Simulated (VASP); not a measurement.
Crystal: Al3Cu2.

```
Cu Al
1.0
     4.09195    0.00000    0.00000
    -2.04598    3.54373    0.00000
     0.00000    0.00000    4.99278
Cu Al
2 3
Direct
  0.66667 0.33333 0.16049
  0.33333 0.66667 0.83951
  0.66667 0.33333 0.65007
  0.33333 0.66667 0.34993
  0.00000 0.00000 0.00000
```

The cell comes from a database or a generator and needn't be the stable form of this composition.

* Program: VASP 6.6.1
* Task: single point
* Functional: PBEsol
* Potentials or basis: VASP PAW PBE potentials, release 64 (Cu, Al)
* Cutoff: 520 eV
* k mesh: 8 × 8 × 6
* Occupations: fermi-dirac, width 0.05 eV
* Spin: no spin polarisation

On this cell: pressure 0.5 GPa; largest force 0.062 eV/Å; band gap on the k mesh none (metal or under the smearing width).

The same run follows on a disturbed copy (atoms moved at random, drawn with an rms of 0.05 Å):

```
CELL_PARAMETERS angstrom
4.09195 0.00000 0.00000
-2.04598 3.54373 0.00000
0.00000 0.00000 4.99278
ATOMIC_POSITIONS crystal
Cu 0.66979 0.33182 0.16768
Cu 0.32861 0.66354 0.84105
Al 0.65997 0.32290 0.65487
Al 0.34223 0.66332 0.35039
Al 0.01813 0.00495 0.99980
```

**Question.** What changes?

**Answer.** The energy (extrapolated to zero smearing) moves by +6.0 meV/atom; pressure 0.8 GPa; largest force 0.583 eV/Å; band gap on the k mesh none (metal or under the smearing width).

Forces on the atoms (eV/Å):
```
Cu   0.265  0.077 -0.184
Cu   0.246  0.003  0.044
Al   0.124  0.154 -0.079
Al  -0.112  0.013  0.145
Al  -0.523 -0.246  0.075
```

Stress tensor (GPa, compression positive):
```
 0.61 -0.49 -0.03
-0.49  1.01 -0.01
-0.03 -0.01  0.65
```

Caveats: the PAW data sets were made with another functional, which shifts forces and pressure a little.
